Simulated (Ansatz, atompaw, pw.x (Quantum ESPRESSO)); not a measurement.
**pw.x on fcc La: one setting changed**

Potential: PAW, atompaw 4.2.0.5, PBEsol; core [Kr] 4d10, reference 4f0 5s2 5p6 5d1 6s1 6p1; waves: 5s (bound); 6s (bound); 5p (bound); 6p (bound); 5d (bound); 5d channel at 0.85 Ry; 4f (bound, empty); 4f channel at 0.45 Ry; local part: troulliermartins scheme with l = 4 at 0 Ry, radius 2.85 bohr; core correction: smooth core density matched at 1.80 bohr; augmentation: besselshape compensation charge, radius 2.85 bohr; PAW radius 3.00 bohr; waves and projectors: bloechl.

The reference run (k-mesh 11³, cutoffs 40/400 Ry, Fermi–Dirac 0.01 Ry, mixing_beta 0.4, conv_thr 1e-9, no spin) gives 0.45 GPa at 33.678 Å³/atom, where all-electron LAPW gives 0.33 GPa. This run, with its own iteration cap, changes degauss to 0.002.

```
&control
  calculation='scf', prefix='x', pseudo_dir='./', outdir='./tmp', tstress=.true., disk_io='none'
/
&system
  ibrav=0, nat=1, ntyp=1, ecutwfc=40, ecutrho=400, nbnd=13,
  occupations='smearing', smearing='fd', degauss=0.002
/
&electrons
  conv_thr=1e-09, mixing_beta=0.4, electron_maxstep=60
/
ATOMIC_SPECIES
La 1.0 La.UPF
CELL_PARAMETERS angstrom
  0.00000000 2.56313865 2.56313865
  2.56313865 0.00000000 2.56313865
  2.56313865 2.56313865 0.00000000
ATOMIC_POSITIONS crystal
La 0.0000 0.0000 0.0000
K_POINTS automatic
11 11 11 0 0 0
```

```bash
pw.x < La.scf.in > La.scf.out
```

Task: How does the run end?

Result: It converges in 9 iterations; the free energy moves by +51.9 meV/atom and the pressure by +0.07 GPa. In a metal, with Fermi–Dirac smearing, F lies below its zero-width value by a term in the square of the width.

```
Message from routine setup:
     using ibrav=0 with symmetry is DISCOURAGED, use correct ibrav instead
     lattice parameter (alat)  =       6.8499  a.u.
     unit-cell volume          =     227.2704 (a.u.)^3
     number of electrons       =        11.00
     number of Kohn-Sham states=           13
     kinetic-energy cutoff     =      40.0000  Ry
     charge density cutoff     =     400.0000  Ry
     scf convergence threshold =      1.0E-09
     Exchange-correlation= SLA PW PSX PSC
     number of k points=    56  Fermi-Dirac smearing, width (Ry)=  0.0020
     iteration #  1     ecut=    40.00 Ry     beta= 0.40
     total energy              =    -451.64113630 Ry
     estimated scf accuracy    <       0.03460549 Ry
     iteration #  2     ecut=    40.00 Ry     beta= 0.40
     total energy              =    -451.64416656 Ry
     estimated scf accuracy    <       0.00200742 Ry
     iteration #  3     ecut=    40.00 Ry     beta= 0.40
     total energy              =    -451.64520015 Ry
     estimated scf accuracy    <       0.00022931 Ry
     iteration #  4     ecut=    40.00 Ry     beta= 0.40
     total energy              =    -451.64539270 Ry
     estimated scf accuracy    <       0.00005632 Ry
     iteration #  5     ecut=    40.00 Ry     beta= 0.40
     total energy              =    -451.64542808 Ry
     estimated scf accuracy    <       0.00002320 Ry
     iteration #  6     ecut=    40.00 Ry     beta= 0.40
     total energy              =    -451.64543080 Ry
     estimated scf accuracy    <       0.00000049 Ry
     iteration #  7     ecut=    40.00 Ry     beta= 0.40
     total energy              =    -451.64543080 Ry
     estimated scf accuracy    <       0.00000021 Ry
     iteration #  8     ecut=    40.00 Ry     beta= 0.40
     total energy              =    -451.64543083 Ry
     estimated scf accuracy    <          1.8E-09 Ry
     iteration #  9     ecut=    40.00 Ry     beta= 0.40
     the Fermi energy is    11.7145 ev
!    total energy              =    -451.64543083 Ry
     estimated scf accuracy    <          3.4E-10 Ry
     smearing contrib. (-TS)   =      -0.00031631 Ry
     The total energy is F=E-TS. E is the sum of the following terms:
     one-electron contribution =      -0.45869979 Ry
     hartree contribution      =       8.51504253 Ry
     xc contribution           =     -10.48674802 Ry
     ewald contribution        =     -57.26782425 Ry
     one-center paw contrib.   =    -391.94688498 Ry
     convergence has been achieved in   9 iterations
          total   stress  (Ry/bohr**3)                   (kbar)     P=        5.16
     Message from routine punch:
     Nothing written, as per user request (disk_io='none')
```

The run took about 21 s on one core of a shared host (Intel(R) Xeon(R) 6975P-C, 192 threads, 378 GiB, load 40).
